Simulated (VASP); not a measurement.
# BaTiO3 (Pm-3m) in VASP: Born charges and dielectric tensor with LDA

Aim: the Born charges and dielectric tensor of BaTiO3 with LDA.

Everything below comes from runs of VASP 6.6.1. Logs are shortened: lines on timing, memory, paths and dates and some standing lists are left out, and cuts for length are marked.

## Step 1: Starting point

The structure is cubic, space group Pm-3m (No. 221). The conventional cell has a = 3.950 Å, b = 3.950 Å, c = 3.950 Å, α = 90.00°, β = 90.00°, γ = 90.00°. Around Ba (site symmetry m-3m) lie 12 O at 2.79 Å. Around Ti (site symmetry m-3m) lie 6 O at 1.97 Å. O (site symmetry 4/mmm) has 2 Ti at 1.97 Å as nearest neighbours.

## Step 2: Born charges and dielectric tensor, LDA

Input file INCAR:

```
ALGO = Fast
EDIFF = 1E-8
ENCUT = 600
IBRION = 8
ISIF = 2
ISMEAR = 0
LASPH = True
LCHARG = False
LEPSILON = True
LREAL = False
LWAVE = False
NELM = 60
NSW = 1
PREC = Accurate
SIGMA = 0.02
```

Input file KPOINTS:

```
k-points
0
Gamma
  8 8 8
```

Input file POSCAR:

```
BaTiO3
1.0
    3.9496200000      0.0000000000      0.0000000000
    0.0000000000      3.9496200000      0.0000000000
    0.0000000000      0.0000000000      3.9496200000
Ba Ti O
1 1 3
Direct
    0.0000000000      0.0000000000      0.0000000000
    0.5000000000      0.5000000000      0.5000000000
    0.5000000000      0.5000000000      0.0000000000
    0.0000000000      0.5000000000      0.5000000000
    0.5000000000      0.0000000000      0.5000000000
```

Potentials or basis: VASP PAW LDA potentials, release 64 (Ba_sv, Ti, O).

The run is started by

```bash
$ cat potpaw_LDA.64/Ba_sv/POTCAR potpaw_LDA.64/Ti/POTCAR potpaw_LDA.64/O/POTCAR > POTCAR
$ mpirun -np 1 vasp_std > vasp.out
```

OUTCAR:

```text
EDIFF = 1E-8
   ENCUT = 600
   IBRION = 8
   ISIF = 2
   ISMEAR = 0
   LASPH = True
   LEPSILON = True
   LREAL = False
   NELM = 60
   NSW = 1
   PREC = Accurate

 ion  position               nearest neighbor table
   1  0.000  0.000  0.000-   3 2.79   4 2.79   5 2.79   4 2.79   5 2.79   3 2.79   4 2.79   4 2.79
                             3 2.79   5 2.79   5 2.79   3 2.79   2 3.42   2 3.42   2 3.42   2 3.42
   2  0.500  0.500  0.500-   3 1.97   4 1.97   5 1.97   3 1.97   5 1.97   4 1.97   1 3.42   1 3.42
                             1 3.42   1 3.42   1 3.42   1 3.42   1 3.42   1 3.42
   3  0.500  0.500  0.000-   2 1.97   2 1.97   1 2.79   1 2.79   1 2.79   1 2.79
   4  0.000  0.500  0.500-   2 1.97   2 1.97   1 2.79   1 2.79   1 2.79   1 2.79
   5  0.500  0.000  0.500-   2 1.97   2 1.97   1 2.79   1 2.79   1 2.79   1 2.79

  LATTYP: Found a simple cubic cell.
 ALAT       =     3.9496200000

  Lattice vectors:

 A1 = (   3.9496200000,   0.0000000000,   0.0000000000)
 A2 = (   0.0000000000,   3.9496200000,   0.0000000000)
 A3 = (   0.0000000000,   0.0000000000,   3.9496200000)

Analysis of symmetry for initial positions (statically):
=====================================================================
 Subroutine PRICEL returns:
 Original cell was already a primitive cell.

 Routine SETGRP: Setting up the symmetry group for a
 simple cubic supercell.

 Subroutine GETGRP returns: Found 48 space group operations
 (whereof 48 operations were pure point group operations)
 out of a pool of 48 trial point group operations.

The static configuration has the point symmetry O_h .

Analysis of symmetry for dynamics (positions and initial velocities):
=====================================================================
 Subroutine PRICEL returns:
 Original cell was already a primitive cell.

 Routine SETGRP: Setting up the symmetry group for a
 simple cubic supercell.

 Subroutine GETGRP returns: Found 48 space group operations
 (whereof 48 operations were pure point group operations)
 out of a pool of 48 trial point group operations.

The dynamic configuration has the point symmetry O_h .

 Subroutine INISYM returns: Found 48 space group operations
 (whereof 48 operations are pure point group operations),
 and found     1 'primitive' translations

----------------------------------------------------------------------------------------

                                     Primitive cell

  volume of cell :      61.6121

  direct lattice vectors                    reciprocal lattice vectors
     3.949620000  0.000000000  0.000000000     0.253188914  0.000000000  0.000000000
     0.000000000  3.949620000  0.000000000     0.000000000  0.253188914  0.000000000
     0.000000000  0.000000000  3.949620000     0.000000000  0.000000000  0.253188914

  length of vectors
     3.949620000  3.949620000  3.949620000     0.253188914  0.253188914  0.253188914

  position of ions in fractional coordinates (direct lattice)
     0.000000000  0.000000000  0.000000000
     0.500000000  0.500000000  0.500000000
     0.500000000  0.500000000  0.000000000
     0.000000000  0.500000000  0.500000000
     0.500000000  0.000000000  0.500000000

[... 776 lines left out ...]
    -0.02121  0.00000  0.00000
     0.00000 -0.02121  0.00000
     0.00000 -0.00000  0.03765

 MACROSCOPIC STATIC DIELECTRIC TENSOR (including local field effects in DFT)
 ------------------------------------------------------
           7.104011     0.000000    -0.000000
           0.000000     7.104011    -0.000000
           0.000000     0.000000     7.104011
 ------------------------------------------------------

 PIEZOELECTRIC TENSOR (including local field effects)  for field in x, y, z        (e  Angst)
          XX          YY          ZZ          XY          YZ          ZX
  --------------------------------------------------------------------------------
  x     0.00000     0.00000     0.00000     0.00000     0.00000     0.00000
  y     0.00000     0.00000     0.00000     0.00000     0.00000     0.00000
  z     0.00000     0.00000     0.00000     0.00000     0.00000     0.00000

 PIEZOELECTRIC TENSOR (including local field effects)  for field in x, y, z        (C/m^2)
          XX          YY          ZZ          XY          YZ          ZX
  --------------------------------------------------------------------------------
  x     0.00000     0.00000     0.00000     0.00000     0.00000     0.00000
  y     0.00000     0.00000     0.00000     0.00000     0.00000     0.00000
  z     0.00000     0.00000     0.00000     0.00000     0.00000     0.00000

 BORN EFFECTIVE CHARGES (including local field effects) (in |e|, cummulative output)
 ---------------------------------------------------------------------------------
 ion    1
    1     2.73466     0.00000     0.00000
    2    -0.00000     2.73466     0.00000
    3     0.00000     0.00000     2.73466
 ion    2
    1     7.74058    -0.00000     0.00000
    2     0.00000     7.74058    -0.00000
    3    -0.00000     0.00000     7.74058
 ion    3
    1    -2.17357    -0.00000    -0.00000
    2    -0.00000    -2.17357    -0.00000
    3     0.00000     0.00000    -6.12811
 ion    4
    1    -6.12811    -0.00000    -0.00000
    2     0.00000    -2.17357     0.00000
    3     0.00000    -0.00000    -2.17357
 ion    5
    1    -2.17357     0.00000     0.00000
    2     0.00000    -6.12811    -0.00000
    3    -0.00000    -0.00000    -2.17357

 INTERNAL STRAIN TENSOR FOR ION    5 for displacements in x,y,z  (eV/Angst):
          X           Y           Z          XY          YZ          ZX
  --------------------------------------------------------------------------------
  x     0.00000     0.00000     0.00000     0.00000     0.00000     0.00000
  y     0.00000     0.00000     0.00000     0.00000     0.00000     0.00000
  z     0.00000     0.00000     0.00000     0.00000     0.00000     0.00000

 SECOND DERIVATIVES (NOT SYMMETRIZED)
 ------------------------------------
               1X          1Y          1Z          2X          2Y          2Z          3X          3Y          3Z          4X          4Y          4Z          5X          5Y          5Z
  1X    -7.154911    0.000000    0.000000    3.776815    0.000000    0.000000    1.094912    0.000000   -0.000000    1.188273    0.000000   -0.000000    1.094912   -0.000000   -0.000000
  1Y    -0.000000   -7.154911    0.000000    0.000000    3.776815    0.000000    0.000000    1.094912   -0.000000   -0.000000    1.094912   -0.000000    0.000000    1.188273   -0.000000
  1Z     0.000000    0.000000   -7.154911    0.000000    0.000000    3.776815   -0.000000   -0.000000    1.188273   -0.000000   -0.000000    1.094912   -0.000000   -0.000000    1.094912
  2X     3.769952   -0.000000   -0.000000   -1.827572   -0.000000    0.000000    0.214460   -0.000000    0.000000   -2.371300    0.000000    0.000000    0.214460    0.000000    0.000000
  2Y    -0.000000    3.769952   -0.000000    0.000000   -1.827572   -0.000000    0.000000    0.214460    0.000000    0.000000    0.214460    0.000000    0.000000   -2.371300   -0.000000
  2Z     0.000000    0.000000    3.769952   -0.000000    0.000000   -1.827572    0.000000    0.000000   -2.371300    0.000000    0.000000    0.214460    0.000000   -0.000000    0.214460
  3X     1.094413    0.000000    0.000000    0.207473    0.000000    0.000000   -5.419487    0.000000    0.000000    4.729516    0.000000    0.000000   -0.611915    0.000000    0.000000
  3Y     0.000000    1.094413    0.000000    0.000000    0.207473    0.000000    0.000000   -5.419487    0.000000    0.000000   -0.611915    0.000000    0.000000    4.729516    0.000000
  3Z    -0.000000   -0.000000    1.187633   -0.000000    0.000000   -2.366140   -0.000000    0.000000   -8.277301    0.000000   -0.000000    4.727904   -0.000000    0.000000    4.727904
  4X     1.187633   -0.000000   -0.000000   -2.366140    0.000000    0.000000    4.727904   -0.000000    0.000000   -8.277301   -0.000000   -0.000000    4.727904    0.000000    0.000000
  4Y     0.000000    1.094413    0.000000    0.000000    0.207473    0.000000    0.000000   -0.611915    0.000000    0.000000   -5.419487    0.000000    0.000000    4.729516    0.000000
  4Z     0.000000    0.000000    1.094413    0.000000    0.000000    0.207473    0.000000    0.000000    4.729516    0.000000    0.000000   -5.419487    0.000000    0.000000   -0.611915
  5X     1.094413    0.000000    0.000000    0.207473    0.000000    0.000000   -0.611915    0.000000    0.000000    4.729516    0.000000    0.000000   -5.419487    0.000000    0.000000
  5Y    -0.000000    1.187633   -0.000000    0.000000   -2.366140    0.000000   -0.000000    4.727904    0.000000    0.000000    4.727904    0.000000   -0.000000   -8.277301   -0.000000
  5Z     0.000000    0.000000    1.094413    0.000000    0.000000    0.207473    0.000000    0.000000    4.729516    0.000000    0.000000   -0.611915    0.000000    0.000000   -5.419487

 Eigenvectors and eigenvalues of the dynamical matrix
 ----------------------------------------------------

   1 f  =   14.642124 THz    91.999179 2PiTHz  488.408688 cm-1    60.554932 meV
             X         Y         Z           dx          dy          dz
      0.000000  0.000000  0.000000     0.002692   -0.000353   -0.000050
      1.974810  1.974810  1.974810    -0.085521    0.011202    0.001584
      1.974810  1.974810  0.000000     0.448473   -0.058744    0.014022
      0.000000  1.974810  1.974810    -0.757115   -0.058744   -0.008306
      1.974810  0.000000  1.974810     0.448473    0.099172   -0.008306
[... 105 lines left out ...]
  15 f/i=    2.180795 THz    13.702337 2PiTHz   72.743478 cm-1     9.019038 meV
             X         Y         Z           dx          dy          dz
      0.000000  0.000000  0.000000     0.011826    0.008727   -0.015551
      1.974810  1.974810  1.974810     0.376903    0.278134   -0.495614
      1.974810  1.974810  0.000000    -0.203505   -0.150175    0.372952
      0.000000  1.974810  1.974810    -0.283622   -0.150175    0.267601
      1.974810  0.000000  1.974810    -0.203505   -0.209297    0.267601

--------------------------------------------------------------------------------------------------------

 MACROSCOPIC STATIC DIELECTRIC TENSOR IONIC CONTRIBUTION
 ------------------------------------------------------
           0.553774     0.000000     0.000000
           0.000000     0.553774    -0.000000
           0.000000    -0.000000     0.553774
 ------------------------------------------------------

 ELASTIC MODULI CONTR FROM IONIC RELAXATION (kBar)
 Direction    XX          YY          ZZ          XY          YZ          ZX
 --------------------------------------------------------------------------------
 XX           0.0000      0.0000      0.0000      0.0000      0.0000      0.0000
 YY           0.0000      0.0000      0.0000      0.0000      0.0000      0.0000
 ZZ           0.0000      0.0000      0.0000      0.0000      0.0000      0.0000
 XY           0.0000      0.0000      0.0000      0.0000      0.0000      0.0000
 YZ           0.0000      0.0000      0.0000      0.0000      0.0000      0.0000
 ZX           0.0000      0.0000      0.0000      0.0000      0.0000      0.0000
 --------------------------------------------------------------------------------

 PIEZOELECTRIC TENSOR IONIC CONTR  for field in x, y, z        (C/m^2)
          XX          YY          ZZ          XY          YZ          ZX
  --------------------------------------------------------------------------------
  x     0.00000     0.00000     0.00000     0.00000     0.00000     0.00000
  y     0.00000     0.00000     0.00000     0.00000     0.00000     0.00000
  z     0.00000     0.00000     0.00000     0.00000     0.00000     0.00000
```

It took 16 min on 1 thread of Intel Xeon Platinum 8488C (Sapphire Rapids), shared host; peak memory 0.61 GiB.

Results:

```
Band gap on the k mesh                                  : 1.62 eV, indirect (least direct gap 1.68 eV)
Electronic dielectric tensor (diagonal)                 : 7.10
Born charges (mean of the diagonal)                     : Ba +2.73; Ti +7.74; O -3.49 e
Highest phonon frequency at Γ, LO-TO splitting left out : 488 cm⁻¹
Most unstable mode                                      : 73i cm⁻¹
```

Phonon frequencies in cm⁻¹ (negative: imaginary):
| q point | frequencies |
| --- | --- |
| (0.000, 0.000, 0.000) | -73 -73 -73 0 0 0 186 186 186 286 286 286 488 488 488 |

Electronic dielectric tensor:
```
7.10 0.00 0.00
0.00 7.10 0.00
0.00 0.00 7.10
```

Born effective charge tensors (e):
atom 1, Ba
```
2.73 0.00 0.00
0.00 2.73 0.00
0.00 0.00 2.73
```
atom 2, Ti
```
7.74 0.00 0.00
0.00 7.74 0.00
0.00 0.00 7.74
```
atom 3, O
```
-2.17  0.00  0.00
 0.00 -2.17  0.00
 0.00  0.00 -6.13
```
atom 4, O
```
-6.13  0.00  0.00
 0.00 -2.17  0.00
 0.00  0.00 -2.17
```
atom 5, O
```
-2.17  0.00  0.00
 0.00 -6.13  0.00
 0.00  0.00 -2.17
```

Caveat: some modes are imaginary; spin-orbit coupling is left out, which moves the levels of the heavy elements.
